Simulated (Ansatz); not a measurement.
# Ru: the cost of one run

Program: Ansatz 0.2.0. Level of theory: DFT PBE, scalar-relativistic, plane waves, PAW. These are calculated values, not measurements.

That is the level of the relaxation; later steps name their own.

## 1. Starting point

It takes space group Im-3m (No. 229, cubic). The conventional cell has a = 2.923 Å, b = 2.923 Å, c = 2.923 Å, α = 90.00°, β = 90.00°, γ = 90.00°. Around Ru (site symmetry m-3m) lie 8 Ru at 2.53 Å.

Structure file:

```
Ru
1.0
    -1.46157    1.46157    1.46157
     1.46157   -1.46157    1.46157
     1.46157    1.46157   -1.46157
Ru
1
Direct
  0.00000 0.00000 0.00000
```

(A quick probe on a coarse mesh, which set the mesh and smearing, is not shown.)

## 3. Coarse relaxation

input.yaml

```yaml
crystal:
  lattice:
    - [-1.46156721, 1.46156721, 1.46156721]
    - [1.46156721, -1.46156721, 1.46156721]
    - [1.46156721, 1.46156721, -1.46156721]
  atoms:
    - { symbol: Ru, position: [0.0, 0.0, 0.0] }
basis:
  ecutwfc: 420
kpoints:
  mp_grid: { grid: [10, 10, 10] }
hamiltonian:
  xc: pbe
scf:
  occupations: { method: gaussian, width: 0.1 }
output:
  forces: true
  stress: true
  eigenvalues: true
relax:
  adjacent_minimum: "off"
  f_tol: 0.05
  max_steps: 80
  cell: { stress_tol: 0.5 }
```

Launch:

```
ansatz run input.yaml --threads 1 --pin off --max-ram 2560MiB --backend cpu --events-out ev --progress --plain --runs-dir out
```

Q: Estimate wall time and peak memory on 1 thread of Arm Neoverse N1, shared host.

About 5.5 s, with a peak of 0.26 GiB.
